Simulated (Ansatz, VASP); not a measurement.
**Two plane-wave programs on AlN**

Contents of POSCAR:

```
AlN
1.0
    0.0000000000      2.1630276483      2.1630276483
    2.1630276483      0.0000000000      2.1630276483
    2.1630276483      2.1630276483      0.0000000000
Al N
1 1
Direct
    0.0000000000      0.0000000000      0.0000000000
    0.2500000000      0.2500000000      0.2500000000
```

The input INCAR.step1:

```
SYSTEM = AlN
PREC = Accurate ; ENCUT = 520
ISMEAR = 0 ; SIGMA = 0.01
LREAL = .False. ; LASPH = .True.
NELM = 100 ; NBANDS = 11
GGA = PE ; ALGO = Normal
EDIFF = 1E-4 ; LWAVE = .True.
LCHARG = .False.
```

INCAR.step2

```
SYSTEM = AlN
PREC = Accurate ; ENCUT = 520
EDIFF = 1E-6 ; ISMEAR = 0
SIGMA = 0.01 ; LREAL = .False.
LASPH = .True. ; NELM = 100
ALGO = Normal ; ISIF = 2
LWAVE = .False. ; LCHARG = .False.
METAGGA = R2SCAN ; LMIXTAU = .True.
NBANDS = 11 ; ISTART = 1
```

The input KPOINTS:

```
Automatic mesh
0
Gamma
  10 10 10
  0 0 0
```

Input for Ansatz:

```yaml
crystal:
  lattice:
    - [0.0, 2.1630276483, 2.1630276483]
    - [2.1630276483, 0.0, 2.1630276483]
    - [2.1630276483, 2.1630276483, 0.0]
  atoms:
    - { symbol: Al, position: [0.0, 0.0, 0.0] }
    - { symbol: "N", position: [0.25, 0.25, 0.25] }
kpoints:
  mp_grid: { grid: [10, 10, 10] }
  band_path:
    path:
      - [0.0, 0.0, 0.0]
      - [-0.5, -0.5, 0.0]
      - [-0.375, -0.375, 0.25]
      - [-0.375, 0.0, 0.375]
      - [0.0, 0.0, 0.5]
      - [-0.5, -0.25, 0.25]
      - [-0.052083, 0.0, 0.052083]
      - [0.0, 0.5, 0.5]
    npoints: 1
hamiltonian:
  xc: r2scan
scf:
  occupations: { method: fixed }
  n_extra_bands: 4
output:
  forces: true
  stress: true
  eigenvalues: true
```

Change from the starting cell: hydrostatic strain -1.0%.

Alike in both runs: task single point; functional r2SCAN; k mesh 10 × 10 × 10; no spin polarisation.

|  | VASP | Ansatz |
| --- | --- | --- |
| version | VASP 6.6.1 | Ansatz 0.2.0 |
| potentials or method | VASP PAW PBE potentials, release 64 (Al, N) | plane waves, PAW |
| plane-wave cutoff (eV) | 520 | 500 |
| occupations | gaussian, width 0.01 eV | fixed |
| valence electrons in the cell | 8 | 8 |

Ansatz gave:

| Quantity | Value |
| --- | --- |
| gap on the k mesh at the Fermi level (eV) | 3.97 |
| pressure (GPa) | 6.7 |

Problem. Estimate VASP's values.

Solution. gap on the k mesh at the Fermi level (eV): 3.96; pressure (GPa): 6.4.

Caveats: the PAW data sets were made with another functional, which shifts forces and pressure a little (VASP). A k mesh can miss the band edges.
